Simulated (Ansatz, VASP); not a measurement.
## Two plane-wave programs on Ni

```
CELL_PARAMETERS angstrom
0.00000 1.73909 1.73909
1.73909 0.00000 1.73909
1.73909 1.73909 0.00000
ATOMIC_POSITIONS crystal
Ni 0.00000 0.00000 0.00000
```

Alike in both runs: functional PBE; dispersion D3(BJ); k mesh 20 × 20 × 20; occupations gaussian, width 0.1 eV; collinear spin.

Ansatz relaxed the structure, and its values are those at the end. VASP's run is a single point on that final structure, the one shown.

|  | VASP | Ansatz |
| --- | --- | --- |
| version | VASP 6.6.1 | Ansatz 0.2.0 |
| potentials or method | VASP PAW PBE potentials, release 64 (Ni) | scalar-relativistic, plane waves, PAW |
| plane-wave cutoff (eV) | 520 | 420 |
| valence electrons in the cell | 10 | 18 |

VASP gave:

```
gap on the k mesh at the Fermi level (eV)                     : none
pressure (GPa)                                                : -0.2
net moment per atom (μB)                                      : 0.62
size of the moment on the site where the two differ most (μB) : 0.63
```

Which values does Ansatz return?

gap on the k mesh at the Fermi level (eV): none; pressure (GPa): 0.0; net moment per atom (μB): 0.63; size of the moment on the site where the two differ most (μB): 0.67.

Site moments also hang on the region over which each program counts them. A gap of «none» marks a metal or a gap that the smearing closes. The two sets of potentials don't hold the same shells in valence.

Caveats: pairwise dispersion overbinds metals, which lowers pressure and volume.
